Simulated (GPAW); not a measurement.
# GaN (F-43m) in GPAW: notebook

The runs below take GaN through single point, with PBE, AM05.

Everything below comes from runs of GPAW 26.7.0. Logs are shortened: lines on timing, memory, paths and dates and some standing lists are left out, and cuts for length are marked. The log counts tension as positive stress, the text compression.

**The experiment to reproduce.**

A printed reference work, textbook reports, for a bulk crystal of GaN at 0 K: band gap 3.299 eV (direct).

The results are compared with them further down.

### 1 The structure

It takes space group F-43m (No. 216, cubic). The conventional cell has a = 4.507 Å, b = 4.507 Å, c = 4.507 Å, α = 90.00°, β = 90.00°, γ = 90.00°. Around Ga (site symmetry -43m) lie 4 N at 1.95 Å. N (site symmetry -43m) has 4 Ga at 1.95 Å as nearest neighbours.

The cell is a database's computed one.

### 2 Single point, PBE

File run.py:

```python
from ase.dft.bandgap import bandgap
from ase.io import write
from ase.spacegroup import crystal
from ase.units import GPa
from gpaw import GPAW, PW

# Ga 4a
# N 4d
atoms = crystal(['Ga', 'N'],
                basis=[[0.0, 0.0, 0.0],
                       [0.25, 0.25, 0.75]],
                spacegroup=216, setting=1,  # F-43m
                cellpar=[4.50700122, 4.50700122, 4.50700122, 90.0, 90.0, 90.0],
                primitive_cell=True)

calc = GPAW(mode=PW(650),
            xc='PBE',
            kpts={'size': (8, 8, 8), 'gamma': True},
            occupations={'name': 'fermi-dirac', 'width': 0.05},
            nbands=11,
            maxiter=120,
            txt='gpaw.txt')
atoms.calc = calc
energy = atoms.get_potential_energy()
forces = atoms.get_forces()
stress = atoms.get_stress()
calc.write('gs.gpw')
write('result.traj', atoms)
print(f'Energy: {energy:.6f} eV')
print('Forces (eV/A):')
print(forces.round(4))
print('Stress (GPa):', (stress / GPa).round(3))
print('Fermi level:', round(calc.get_fermi_level(), 4), 'eV')
print(f'Gap: {bandgap(calc)[0]:.4f} eV, direct: {bandgap(calc, direct=True)[0]:.4f} eV')
```

Potentials or basis: GPAW PAW data sets (gpaw-data 1.2.1), pw.

On the command line:

```bash
$ OMP_NUM_THREADS=1 python run.py
```

gpaw.txt:

```text
__  _  _
 | _ |_)|_||  |
 |__||  | ||/\| - 26.7.0

Input parameters:
  mode=PW(ecut=650.0),
  kpts=MonkhorstPack(size=(8, 8, 8), gamma=True),
  maxiter=120,
  nbands=11,
  occupations=Occupations(name='fermi-dirac', width=0.05),
  xc=XC(name='PBE')

Diagonalizing LCAO Hamiltonian
Converting LCAO to pw mode

                  N

       Ga

Atoms  # Å, Bohr magnetons
|   | symbol |        x |        y |        z |    initial magnetic moments |
|---|--------|----------|----------|----------|-----------------------------|
| 0 |     Ga | 0.000000 | 0.000000 | 0.000000 | ( 0.0000,  0.0000,  0.0000) |
| 1 |      N | 3.380251 | 3.380251 | 3.380251 | ( 0.0000,  0.0000,  0.0000) |

Unit cell  # Å
| periodic |        x |        y |        z |  lengths |    angles |
|----------|----------|----------|----------|----------|-----------|
|      yes | 0.000000 | 2.253501 | 2.253501 | 3.186931 | 60.000000 |
|      yes | 2.253501 | 0.000000 | 2.253501 | 3.186931 | 60.000000 |
|      yes | 2.253501 | 2.253501 | 0.000000 | 3.186931 | 60.000000 |

Number of symmetries: 24
Symmetry operations  # r_c * U_cc + t_c -> r_c
|    | kind |            matrix            |
|----|------|------------------------------|
|  0 |  E   |  1, 0, 0,  0, 1, 0,  0, 0, 1 |
|  1 |  σ   |  1, 0, 0,  0, 0, 1,  0, 1, 0 |
|  2 |  σ   |  1, 0,-1,  0, 1,-1,  0, 0,-1 |
|  3 |  C3  |  1, 0,-1,  0, 0,-1,  0, 1,-1 |
|  4 |  C3  |  1,-1, 0,  0,-1, 1,  0,-1, 0 |
|  5 |  σ   |  1,-1, 0,  0,-1, 0,  0,-1, 1 |
|  6 |  σ   |  0, 1, 0,  1, 0, 0,  0, 0, 1 |
|  7 |  C3  |  0, 1, 0,  0, 0, 1,  1, 0, 0 |
|  8 |  C2  |  0, 1,-1,  1, 0,-1,  0, 0,-1 |
|  9 |  S4  |  0, 1,-1,  0, 0,-1,  1, 0,-1 |
| 10 |  C3  |  0, 0, 1,  1, 0, 0,  0, 1, 0 |
| 11 |  σ   |  0, 0, 1,  0, 1, 0,  1, 0, 0 |
| 12 |  S4  |  0, 0,-1,  1, 0,-1,  0, 1,-1 |
| 13 |  C3  |  0, 0,-1,  0, 1,-1,  1, 0,-1 |
| 14 |  S4  |  0,-1, 1,  1,-1, 0,  0,-1, 0 |
| 15 |  C2  |  0,-1, 1,  0,-1, 0,  1,-1, 0 |
| 16 |  C3  |  0,-1, 0,  1,-1, 0,  0,-1, 1 |
| 17 |  S4  |  0,-1, 0,  0,-1, 1,  1,-1, 0 |
| 18 |  S4  | -1, 1, 0, -1, 0, 1, -1, 0, 0 |
| 19 |  C3  | -1, 1, 0, -1, 0, 0, -1, 0, 1 |
| 20 |  C3  | -1, 0, 1, -1, 1, 0, -1, 0, 0 |
| 21 |  S4  | -1, 0, 1, -1, 0, 0, -1, 1, 0 |
| 22 |  σ   | -1, 0, 0, -1, 1, 0, -1, 0, 1 |
| 23 |  C2  | -1, 0, 0, -1, 0, 1, -1, 1, 0 |

BZ-sampling:
  Number of BZ points: 512
  Number of IBZ points: 29

  Monkhorst-Pack size: [8, 8, 8]
  Monkhorst-Pack shift: [0.0625, 0.0625, 0.0625]

K-points  # in reciprocal-cell coordinates
|     |                                coordinates |     weight |
|-----|--------------------------------------------|------------|
|   0 | (  0.00000000,   0.00000000,   0.00000000) | 0.00195312 |
|   1 | (  0.12500000,   0.12500000,   0.00000000) | 0.01171875 |
|   2 | (  0.12500000,   0.12500000,   0.12500000) | 0.01562500 |
|   3 | (  0.25000000,   0.12500000,   0.12500000) | 0.02343750 |
|   4 | (  0.25000000,   0.25000000,   0.00000000) | 0.01171875 |
|   5 | (  0.25000000,   0.25000000,   0.12500000) | 0.04687500 |
|   6 | (  0.25000000,   0.25000000,   0.25000000) | 0.01562500 |
|   7 | (  0.37500000,   0.25000000,  -0.37500000) | 0.04687500 |
|   8 | (  0.37500000,   0.25000000,   0.12500000) | 0.04687500 |
|   9 | (  0.37500000,   0.25000000,   0.25000000) | 0.04687500 |
| ... |                                            |            |
|  28 | (  0.50000000,   0.50000000,   0.50000000) | 0.00781250 |

Plane wave coefficients: 881
Cutoff: 650.0 eV

Spin-components: 1 (collinear spins)
Bands:           11
Projectors:      10
Spin-degeneracy: 2
Datatype:        complex128

Parallelization:
  kpt:    1
  domain: 1
  band:   1

Density:
  Valence electrons: 8.0
  Components: 1
  Grid points: [20 20 20]
  Charge: 0.0  # |e|

Potential:
  Grid points: [20 20 20]

species:
  Ga:
    name:    Gallium
    Z:       31.0
    valence: 3
    core:    28
    charge:  0.0  # [|e|]
    compensation charges:
      type: gauss
      rc: 0.37  # [Å]
      lmax: 2
    cutoffs:
      filter: 2.06  # [Å]
      core: 4.17  # [Å]
    projectors
    | kind |    occ | energy [eV] | rcut [Å] |
    |------|--------|-------------|----------|
    |   4s |  2.000 |      -8.945 |    1.164 |
    |   4p |  1.000 |      -2.580 |    1.164 |
    |    s |        |      18.266 |    1.164 |
    |    p |        |      24.631 |    1.164 |
    |    d |        |       0.000 |    1.164 |

    Using partial waves for Ga as LCAO basis

  N:
    name:    Nitrogen
    Z:       7.0
    valence: 5
    core:    2
    charge:  0.0  # [|e|]
    compensation charges:
      type: gauss
      rc: 0.18  # [Å]
      lmax: 2
    cutoffs:
      filter: 1.11  # [Å]
      core: 0.96  # [Å]
    projectors
    | kind |    occ | energy [eV] | rcut [Å] |
    |------|--------|-------------|----------|
    |   2s |  2.000 |     -18.583 |    0.603 |
    |   2p |  3.000 |      -7.089 |    0.529 |
    |    s |        |       8.629 |    0.603 |
    |    p |        |      20.123 |    0.529 |
    |    d |        |       0.000 |    0.577 |

    Using partial waves for N as LCAO basis

Reference energy: -54366.393033  # eV

eigensolver:
  PPCG
  Converge bands: occupied
  niter=2

density mixing:
  MSR1-Mixer
  Pratt-step length: 0.05
  Maximum mixing coefficient: 0.75
  Old densities: 10
  SVD Regularization: 0.005
  Good broyden scale: 1.0
  Trust region scale: 1.0
  Backstep threshold: 4.0
  History deletion threshold: 6.0
  Fourier metric: weight=20.0, sigma=0.015

occupation numbers:
  Fermi-Dirac:
    width: 0.0500  # eV

poisson solver:
  ecut: 5200.0  # eV

xc functional:
  name: PBE with 2 nearest neighbor stencil

convergence criteria:
- Maximum [total energy] change in last 3 cyles: 0.0005 eV / valence electron
- Maximum integral of absolute [dens]ity change: 0.0001 electrons / valence electron
- Maximum integral of absolute [eigenst]ate change: 4e-08 eV^2 / valence electron
maximum number of iterations: 120

SCF iterations
|iter     | |      energy | eigst |  dens |
|---------|-|-------------|-------|-------|
|iter:   1| |  -13.793357 | -0.30 |       |
|iter:   2| |  -13.307946 | -2.05 | -0.57 |
|iter:   3| |  -12.003231 | -0.70 | -0.62 |
|iter:   4| |  -12.001977 | -3.23 | -1.30 |
|iter:   5| |  -12.002868c| -3.51 | -1.57 |
|iter:   6| |  -12.002892c| -5.56 | -2.85 |
|iter:   7| |  -12.002904c| -6.24 | -3.17 |
|iter:   8| |  -12.002904c| -8.36c| -4.37c|

Converged in 8 steps
Energy contributions relative to reference atoms: (reference = -54366.393033)

Energy contributions:
  Kinetic:          33.517971
  Coulomb:         -29.321118
  Zero:              0.082907
  External:          0.000000
  Xc:              -16.282664
  Entropy:          -0.000000
  Spinorbit:         0.000000
  ----------------------------
  Free energy:     -12.002904
  Extrapolated:    -12.002904

dipole moment: (-10.171514, -10.171514, -10.171514)  # |e|*Ang

Fermi level: 7.297
Eigenvalues  # (at kpt = [0.000, 0.000, 0.000])
| band index |      eig [eV] | occ [0-2] |
|------------|---------------|-----------|
|          0 |        -9.471 |     2.000 |
|          1 |         6.395 |     2.000 |
|          2 |         6.395 |     2.000 |
|          3 |         6.395 |     2.000 |
|          4 |         8.221 |     0.000 |
|          5 |        16.800 |     0.000 |
|          6 |        16.800 |     0.000 |
|          7 |        16.800 |     0.000 |
|          8 |        24.090 |     0.000 |
|          9 |        24.818 |     0.000 |
|         10 |        24.831 |     0.000 |

Gap: 1.826 eV
Transition (v -> c):
  (s=0, k=0, n=3, [0.00, 0.00, 0.00]) -> (s=0, k=0, n=4, [0.00, 0.00, 0.00])
No difference between direct/indirect transitions

Forces  # eV/Ang
|        x |        y |        z |
|----------|----------|----------|
| -0.00000 | -0.00000 | -0.00000 |  # Ga   0
|  0.00000 | -0.00000 |  0.00000 |  # N    1

Stress tensor  # eV/Ang^3
|         x |         y |         z |
|-----------|-----------|-----------|
| -0.059648 |  0.000000 | -0.000000 |
|  0.000000 | -0.059648 |  0.000000 |
| -0.000000 |  0.000000 | -0.059648 |

# Writing to gs.gpw (mode='')
```

It took 4.7 s on 1 thread of Intel Xeon Platinum 8488C (Sapphire Rapids), shared host; peak memory 0.13 GiB.

What came out:

```
Free energy            : -12.0029 eV
Pressure               : 9.6 GPa
Band gap on the k mesh : 1.83 eV, direct
```

Levels at points of the mesh, in eV from the valence-band top:
```tsv
k point	band 2	band 3	band 4	band 5	band 6	band 7
(0.00, 0.00, 0.00)	0.00	0.00	0.00	1.83	10.40	10.40
(0.50, 0.50, 0.00)	-6.17	-2.65	-2.65	3.39	6.76	11.79
(0.50, 0.50, 0.50)	-6.98	-0.95	-0.95	4.74	8.83	10.42
```

Caveat: the cutoff is short for stress and forces, so pressures can be off by a GPa or more.

### 3 Single point, AM05

File run.py:

```python
from ase import Atoms
from ase.dft.bandgap import bandgap
from ase.io import write
from ase.units import GPa
from gpaw import GPAW, PW, setup_paths

setup_paths.insert(0, '.')

atoms = Atoms(['Ga', 'N'],
              cell=[[0.0, 2.2535006075, 2.2535006075],
                    [2.2535006075, 0.0, 2.2535006075],
                    [2.2535006075, 2.2535006075, 0.0]],
              scaled_positions=[[0.0, 0.0, 0.0],
                                [0.25, 0.25, 0.25]],
              pbc=True)

calc = GPAW(mode=PW(600),
            xc='AM05',
            kpts={'size': (8, 8, 8), 'gamma': True},
            occupations={'name': 'fermi-dirac', 'width': 0.05},
            nbands=11,
            convergence={'density': 1e-05, 'energy': 1e-05},
            maxiter=80,
            txt='gpaw.txt')
atoms.calc = calc
energy = atoms.get_potential_energy()
forces = atoms.get_forces()
stress = atoms.get_stress()
calc.write('gs.gpw')
write('result.traj', atoms)
print(f'Energy: {energy:.6f} eV')
print('Forces (eV/A):')
print(forces.round(4))
print('Stress (GPa):', (stress / GPa).round(3))
print('Fermi level:', round(calc.get_fermi_level(), 4), 'eV')
print(f'Gap: {bandgap(calc)[0]:.4f} eV, direct: {bandgap(calc, direct=True)[0]:.4f} eV')
```

Potentials or basis: PAW data sets generated in the run's folder for this functional, pw.

On the command line:

```bash
$ gpaw-setup -f AM05 Ga N
$ OMP_NUM_THREADS=1 python run.py
```

gpaw.txt:

```text
__  _  _
 | _ |_)|_||  |
 |__||  | ||/\| - 26.7.0

Input parameters:
  mode=PW(ecut=600.0),
  convergence={'density': 1e-05, 'energy': 1e-05},
  kpts=MonkhorstPack(size=(8, 8, 8), gamma=True),
  maxiter=80,
  nbands=11,
  occupations=Occupations(name='fermi-dirac', width=0.05),
  xc=XC(name='AM05')

Diagonalizing LCAO Hamiltonian
Converting LCAO to pw mode

           N
       Ga

Atoms  # Å, Bohr magnetons
|   | symbol |        x |        y |        z |    initial magnetic moments |
|---|--------|----------|----------|----------|-----------------------------|
| 0 |     Ga | 0.000000 | 0.000000 | 0.000000 | ( 0.0000,  0.0000,  0.0000) |
| 1 |      N | 1.126750 | 1.126750 | 1.126750 | ( 0.0000,  0.0000,  0.0000) |

Unit cell  # Å
| periodic |        x |        y |        z |  lengths |    angles |
|----------|----------|----------|----------|----------|-----------|
|      yes | 0.000000 | 2.253501 | 2.253501 | 3.186931 | 60.000000 |
|      yes | 2.253501 | 0.000000 | 2.253501 | 3.186931 | 60.000000 |
|      yes | 2.253501 | 2.253501 | 0.000000 | 3.186931 | 60.000000 |

Number of symmetries: 24
Symmetry operations  # r_c * U_cc + t_c -> r_c
|    | kind |            matrix            |
|----|------|------------------------------|
|  0 |  E   |  1, 0, 0,  0, 1, 0,  0, 0, 1 |
|  1 |  σ   |  1, 0, 0,  0, 0, 1,  0, 1, 0 |
|  2 |  σ   |  1, 0,-1,  0, 1,-1,  0, 0,-1 |
|  3 |  C3  |  1, 0,-1,  0, 0,-1,  0, 1,-1 |
|  4 |  C3  |  1,-1, 0,  0,-1, 1,  0,-1, 0 |
|  5 |  σ   |  1,-1, 0,  0,-1, 0,  0,-1, 1 |
|  6 |  σ   |  0, 1, 0,  1, 0, 0,  0, 0, 1 |
|  7 |  C3  |  0, 1, 0,  0, 0, 1,  1, 0, 0 |
|  8 |  C2  |  0, 1,-1,  1, 0,-1,  0, 0,-1 |
[... 140 lines left out ...]

SCF iterations
|iter     | |      energy | eigst |  dens |
|---------|-|-------------|-------|-------|
|iter:   1| |  -14.046630 | -0.33 |       |
|iter:   2| |  -13.604882 | -2.09 | -0.58 |
|iter:   3| |  -12.403029 | -0.74 | -0.64 |
|iter:   4| |  -12.399951 | -3.26 | -1.31 |
|iter:   5| |  -12.400335 | -3.49 | -1.59 |
|iter:   6| |  -12.400373 | -5.44 | -2.83 |
|iter:   7| |  -12.400390c| -6.08 | -3.16 |
|iter:   8| |  -12.400390c| -8.22c| -4.32 |
|iter:   9| |  -12.400390c| -7.71c| -4.77 |
|iter:  10| |  -12.400390c| -9.20c| -5.96c|

Converged in 10 steps
Energy contributions relative to reference atoms: (reference = -54285.262810)

Energy contributions:
  Kinetic:          32.726607
  Coulomb:         -28.616991
  Zero:              0.052760
  External:          0.000000
  Xc:              -16.562765
  Entropy:          -0.000000
  Spinorbit:         0.000000
  ----------------------------
  Free energy:     -12.400390
  Extrapolated:    -12.400390

dipole moment: (-12.601787, -12.601787, -12.601787)  # |e|*Ang

Fermi level: 7.242
Eigenvalues  # (at kpt = [0.000, 0.000, 0.000])
| band index |      eig [eV] | occ [0-2] |
|------------|---------------|-----------|
|          0 |        -9.526 |     2.000 |
|          1 |         6.317 |     2.000 |
|          2 |         6.317 |     2.000 |
|          3 |         6.317 |     2.000 |
|          4 |         8.154 |     0.000 |
|          5 |        16.627 |     0.000 |
|          6 |        16.627 |     0.000 |
|          7 |        16.627 |     0.000 |
|          8 |        23.896 |     0.000 |
|          9 |        24.665 |     0.000 |
|         10 |        24.671 |     0.000 |

Gap: 1.837 eV
Transition (v -> c):
  (s=0, k=0, n=3, [0.00, 0.00, 0.00]) -> (s=0, k=0, n=4, [0.00, 0.00, 0.00])
No difference between direct/indirect transitions

Forces  # eV/Ang
|        x |       y |        z |
|----------|---------|----------|
|  0.00000 | 0.00000 |  0.00000 |  # Ga   0
| -0.00000 | 0.00000 | -0.00000 |  # N    1

Stress tensor  # eV/Ang^3
|         x |         y |         z |
|-----------|-----------|-----------|
| -0.008070 |  0.000000 |  0.000000 |
|  0.000000 | -0.008070 |  0.000000 |
|  0.000000 |  0.000000 | -0.008070 |

# Writing to gs.gpw (mode='')
```

stdout:

```text
Energy: -12.400390 eV
Forces (eV/A):
[[ 0.  0.  0.]
 [-0.  0. -0.]]
Stress (GPa): [-1.293 -1.293 -1.293  0.     0.     0.   ]
Fermi level: 7.2419 eV
Gap: 1.8371 eV, direct: 1.8371 eV
```

It took 8 s on 1 thread of Arm Neoverse V1, shared host; peak memory 0.13 GiB.

Results:

| Quantity | Value |
| --- | --- |
| Free energy | -12.4004 eV |
| Pressure | 1.3 GPa |
| Band gap on the k mesh | 1.84 eV, direct |

Caveat: the cutoff is short for stress and forces, so pressures can be off by a GPa or more.

### 4 Against experiment

Step 2. Against the measured gap of GaN, 3.299 eV (direct; 0 K; a printed reference work, textbook), the calculated 1.83 eV is off by -1.47 eV. Spin-orbit coupling on Ga is left out. The value is that of PBE, without temperature or zero-point motion. Semilocal functionals fall short of measured gaps as a rule. The cell is a database's relaxed one, not the measured one, which moves gaps too.

Step 3. Measured gap of GaN: 3.299 eV (direct; 0 K; a printed reference work, textbook). This calculation gives 1.84 eV (-1.46 eV). Spin-orbit coupling on Ga is left out. The value is that of AM05, without temperature or zero-point motion. Semilocal functionals fall short of measured gaps as a rule. The cell is a database's relaxed one, not the measured one, which moves gaps too.
